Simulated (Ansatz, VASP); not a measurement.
# One calculation of GaSb, two programs

File INCAR:

```
ALGO = Normal ; EDIFF = 1E-6
EDIFFG = -0.01 ; ENCUT = 600
GGA = PS ; IBRION = 2
ISIF = 3 ; ISMEAR = -1
IVDW = 13 ; LASPH = True
LCHARG = False ; LREAL = False
LWAVE = False ; NELM = 60
NSW = 60 ; PREC = Accurate
SIGMA = 0.05
```

File KPOINTS:

```
k-points
0
Gamma
  8 8 8
```

The input POSCAR:

```
GaSb
1.0
    0.0000000000      3.0590000000      3.0590000000
    3.0590000000      0.0000000000      3.0590000000
    3.0590000000      3.0590000000      0.0000000000
Sb Ga
1 1
Direct
    0.7500000000      0.7500000000      0.7500000000
    0.0000000000      0.0000000000      0.0000000000
```

input.yaml

```yaml
crystal:
  lattice:
    - [0.0, 3.059, 3.059]
    - [3.059, 0.0, 3.059]
    - [3.059, 3.059, 0.0]
  atoms:
    - { symbol: Sb, position: [0.75, 0.75, 0.75] }
    - { symbol: Ga, position: [0.0, 0.0, 0.0] }
hamiltonian:
  xc: pbesol
  pseudopotentials: { kind: paw }
  dispersion: d4
kpoints:
  mp_grid: { grid: [8, 8, 8] }
scf:
  occupations: { method: fermi_dirac, width: 0.05 }
output:
  forces: true
  stress: true
  write_density: true
  write_potential: true
  elf: true
  volumetric_format: npy
relax:
  f_tol: 0.01
  max_steps: 40
  cell: { stress_tol: 0.05 }
```

Alike in both runs: task relaxation of cell and atoms; functional PBEsol; dispersion D4; k mesh 8 × 8 × 8; occupations fermi-dirac, width 0.05 eV; no spin polarisation.

|  | VASP | Ansatz |
| --- | --- | --- |
| version | VASP 6.6.1 | Ansatz 0.2.0 |
| potentials or method | VASP PAW PBE potentials, release 64 (Sb, Ga_d) | Ansatz PAW |
| plane-wave cutoff (eV) | 600 | 420 |
| valence electrons in the cell | 18 | 28 |

|  | VASP | Ansatz | Ansatz less VASP |
| --- | --- | --- | --- |
| gap on the k mesh at the Fermi level, each at its own relaxed structure (eV) | 0.18 | 0.18 | -0.006 |
| relaxed volume (Å³/atom) | 27.87 | 27.84 | -0.027 |
| relaxed cell length with the largest relative difference (Å) | 4.288 | 4.286 | -0.0014 |
| energy change over the relaxation (meV/atom) | -3 | -4 | -0.4 |

The two sets of potentials don't hold the same shells in valence.

Caveats: spin-orbit coupling is left out, which moves the levels of the heavy elements; the PAW data sets were made with another functional, which shifts forces and pressure a little (VASP); the plane-wave basis is chosen anew once the cell has moved, so the energies of steps on either side of that aren't comparable (Ansatz); the PAW data sets come from PBE, with cores solved anew for the run's functional, which leaves a small shift of forces and pressure (Ansatz).
